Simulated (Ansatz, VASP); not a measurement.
Pt in VASP and in Ansatz

```
Pt
1.0
     0.00000    1.96418    1.96418
     1.96418    0.00000    1.96418
     1.96418    1.96418    0.00000
Pt
1
Direct
  0.00000 0.00000 0.00000
```

Alike in both runs: functional PBE; dispersion D3(BJ); k mesh 18 × 18 × 18; occupations gaussian, width 0.1 eV; no spin polarisation.

Ansatz relaxed the structure, and its values are those at the end. VASP's run is a single point on that final structure, the one shown.

|  | VASP | Ansatz |
| --- | --- | --- |
| version | VASP 6.6.1 | Ansatz 0.2.0 |
| potentials or method | VASP PAW PBE potentials, release 64 (Pt) | scalar-relativistic, plane waves, PAW |
| plane-wave cutoff (eV) | 520 | 420 |
| valence electrons in the cell | 10 | 18 |

```tsv
	VASP	Ansatz	Ansatz less VASP
gap on the k mesh at the Fermi level (eV)	none	none	-
pressure (GPa)	-0.5	0.0	+0.50
```

A gap of «none» marks a metal or a gap that the smearing closes. The two sets of potentials don't hold the same shells in valence.

Caveats: pairwise dispersion overbinds metals, which lowers pressure and volume. The runs have no spin-orbit coupling, so splittings on Pt are missing.
